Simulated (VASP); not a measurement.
Crystal: Se.

```
CELL_PARAMETERS angstrom
4.36620 0.00000 0.00000
-2.18310 3.78124 0.00000
0.00000 0.00000 4.95360
ATOMIC_POSITIONS crystal
Se 0.22540 0.00000 0.33333
Se 0.00000 0.22540 0.66667
Se 0.77460 0.77460 0.00000
```

| Item | Value |
| --- | --- |
| Program | VASP 6.6.1 |
| Task | relaxation of cell and atoms |
| Functional | PBE |
| Potentials or basis | VASP PAW PBE potentials, release 64 (Se) |
| Cutoff | 600 eV |
| k mesh | 9 × 9 × 6 |
| Occupations | gaussian, width 0.03 eV |
| Spin | no spin polarisation |

At the start: pressure 2.9 GPa; volume 27.26 Å³/atom.

How do energy, volume and symmetry change on relaxing?

Over 15 steps the energy falls by 13.6 meV/atom and the volume is 29.81 Å³/atom (+9.3 %); space group P3_121 (No. 152, to 0.05 Å).

Step by step:
```tsv
step	energy change (eV)	largest force (eV/Å)	pressure (GPa)	volume (Å³)
1	0.0000	0.4337	2.91	81.78
2	-0.0048	0.5160	-2.12	87.77
3	-0.0350	0.0942	0.11	84.78
4	-0.0350	0.0850	0.15	84.72
5	-0.0363	0.0652	0.13	85.00
6	-0.0378	0.0064	0.09	85.80
7	-0.0383	0.0174	0.02	86.19
8	-0.0392	0.0509	-0.18	87.33
9	-0.0389	0.1144	-0.51	89.64
10	-0.0394	0.0758	-0.33	88.30
11	-0.0396	0.0722	-0.30	88.36
12	-0.0399	0.0595	-0.25	88.55
13	-0.0404	0.0341	-0.15	88.93
14	-0.0406	0.0203	0.09	89.69
15	-0.0407	0.0001	0.00	89.42
```

Final structure:
```xyz
3
Lattice="4.5233 0.0000 0.0000 -2.2616 3.9173 0.0000 0.0000 0.0000 5.0467" Properties=species:S:1:pos:R:3 pbc="T T T"
Se    0.9907    0.0000    1.6822
Se   -0.4954    0.8580    3.3644
Se    1.7663    3.0593    0.0000
```
